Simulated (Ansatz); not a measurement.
## Nudged elastic band run: HC$_{18}$Cl

Input:

```yaml
crystal:
  lattice:
    - [7.398, 0.0, 0.0]
    - [-3.699, 6.406856, 0.0]
    - [0.0, 0.0, 11.0]
  atoms:
    - { symbol: C, position: [-0.0075248, -0.00473054, 0.08669971] }
    - { symbol: C, position: [0.21588569, 0.10694436, 0.08644414] }
    - { symbol: C, position: [-0.00556725, 0.32850013, 0.08667784] }
    - { symbol: C, position: [0.21392096, 0.43834373, 0.08657782] }
    - { symbol: C, position: [-0.00751296, 0.6599696, 0.08669635] }
    - { symbol: C, position: [0.21601706, 0.77175485, 0.08675029] }
    - { symbol: C, position: [0.32770972, -0.00487475, 0.08651339] }
    - { symbol: C, position: [0.547282, 0.10475128, 0.08640824] }
    - { symbol: C, position: [0.3254607, 0.32646503, 0.08625542] }
    - { symbol: C, position: [0.54926094, 0.43846552, 0.08637107] }
    - { symbol: C, position: [0.32577707, 0.66198496, 0.08670658] }
    - { symbol: C, position: [0.54930891, 0.77377731, 0.08667296] }
    - { symbol: C, position: [0.65913398, -0.00676099, 0.08666034] }
    - { symbol: C, position: [0.88268668, 0.10505682, 0.08671506] }
    - { symbol: C, position: [0.65926172, 0.32846403, 0.08638832] }
    - { symbol: C, position: [0.88284827, 0.44039062, 0.08660316] }
    - { symbol: C, position: [0.66121392, 0.66217324, 0.08654283] }
    - { symbol: C, position: [0.88072077, 0.77174824, 0.08667409] }
    - { symbol: Cl, position: [0.54035871, 0.34381051, 0.4092472] }
    - { symbol: H, position: [0.57160142, 0.37412806, 0.29330448] }
basis:
  ecutwfc: 420.0
kpoints:
  mp_grid: { grid: [2, 2, 1] }
hamiltonian:
  xc: pbe
  dispersion: d3bj
scf:
  occupations: { method: fermi_dirac, width: 0.02 }
  lower_state_search: "off"
neb:
  images: 7
  f_tol: 0.05
  initial_path: idpp
  max_iterations: 35
  spring: { min: 2.0, max: 10.0 }
  final_atoms:
    - { symbol: C, position: [0.01128174, 0.01539829, 0.07408942] }
    - { symbol: C, position: [0.23084182, 0.12532238, 0.07377037] }
    - { symbol: C, position: [0.00923425, 0.3467608, 0.07416741] }
    - { symbol: C, position: [0.23290896, 0.458561, 0.07403956] }
    - { symbol: C, position: [0.00912667, 0.68200405, 0.0738627] }
    - { symbol: C, position: [0.23273067, 0.79374565, 0.07378374] }
    - { symbol: C, position: [0.34271711, 0.01373844, 0.07353988] }
    - { symbol: C, position: [0.56645908, 0.12545089, 0.07377338] }
    - { symbol: C, position: [0.34279127, 0.34890555, 0.07398959] }
    - { symbol: C, position: [0.56611036, 0.46052414, 0.07409801] }
    - { symbol: C, position: [0.34472753, 0.68186213, 0.07385064] }
    - { symbol: C, position: [0.56424239, 0.79179197, 0.0740935] }
    - { symbol: C, position: [0.67610252, 0.01553353, 0.07408578] }
    - { symbol: C, position: [0.89942877, 0.12716513, 0.07428267] }
    - { symbol: C, position: [0.67796284, 0.34876267, 0.07399576] }
    - { symbol: C, position: [0.8975009, 0.45842447, 0.07404398] }
    - { symbol: C, position: [0.67590665, 0.68010578, 0.07424436] }
    - { symbol: C, position: [0.8995365, 0.79193572, 0.07410434] }
    - { symbol: Cl, position: [0.28379033, -0.10923131, 0.39798692] }
    - { symbol: H, position: [0.27734035, -0.1197243, 0.28019796] }
  order_check: true
```

Run as:

```bash
$ ansatz run input.yaml --threads 1 --pin off --max-ram 3072MiB --backend cpu --events-out ev --progress --plain --runs-dir out
```

Output, in part (warnings, iteration lines):

```
NEB end point (image 0): max|allowed force component| = 2.860e-2 eV/Å (the criterion of neb.relax_end_points is 1.000e-2)
NEB end point (image 8): max|allowed force component| = 2.357e-2 eV/Å (the criterion of neb.relax_end_points is 1.000e-2)
NEB iter   1: max|band force component| = 1.299e0 eV/Å  barrier→ = 0.1331 eV  barrier← = 0.1329 eV  Δτ_max = 0.2000 Å  (74 SCF iters)
NEB iter   2: max|band force component| = 3.956e-1 eV/Å  barrier→ = 0.0258 eV  barrier← = 0.0256 eV  CI = image 4  Δτ_max = 0.2000 Å  (57 SCF iters)
NEB iter   3: max|band force component| = 4.889e-1 eV/Å  barrier→ = 0.0105 eV  barrier← = 0.0103 eV  CI = image 2  Δτ_max = 0.1862 Å  (58 SCF iters)
NEB iter   4: max|band force component| = 2.563e-1 eV/Å  barrier→ = 0.0093 eV  barrier← = 0.0090 eV  CI = image 2  Δτ_max = 0.1018 Å  (51 SCF iters)
NEB iter   5: max|band force component| = 9.714e-2 eV/Å  barrier→ = 0.0081 eV  barrier← = 0.0079 eV  CI = image 2  Δτ_max = 0.2000 Å  (49 SCF iters)
NEB iter   6: max|band force component| = 1.713e0 eV/Å  barrier→ = 0.0061 eV  barrier← = 0.0059 eV  CI = image 2  Δτ_max = 0.1308 Å  (50 SCF iters)
NEB iter   7: max|band force component| = 3.416e0 eV/Å  barrier→ = 0.0042 eV  barrier← = 0.0039 eV  CI = image 2  Δτ_max = 0.1998 Å  (52 SCF iters)
NEB iter   8: max|band force component| = 4.816e-1 eV/Å  barrier→ = 0.0028 eV  barrier← = 0.0026 eV  CI = image 1  Δτ_max = 0.2000 Å  (53 SCF iters)
[... lines left out ...]
```

The forces met the threshold. The highest image is an end point: on this band no image between the ends rises above it. Limits of this set-up: slab without dipole correction.

Final band:

| image | path coordinate (Å) | energy (eV) |
| --- | --- | --- |
| 0 | 0.00 | 0.000 |
| 1 | 0.63 | 0.000 |
| 2 | 1.27 | -0.001 |
| 3 | 1.90 | 0.000 |
| 4 | 2.52 | 0.000 |
| 5 | 3.14 | 0.000 |
| 6 | 3.76 | 0.000 |
| 7 | 4.38 | 0.000 |
| 8 | 5.00 | 0.000 |

Run time: 27 min on 1 thread of Arm Neoverse V2, on a shared host, peak memory 1 GiB.
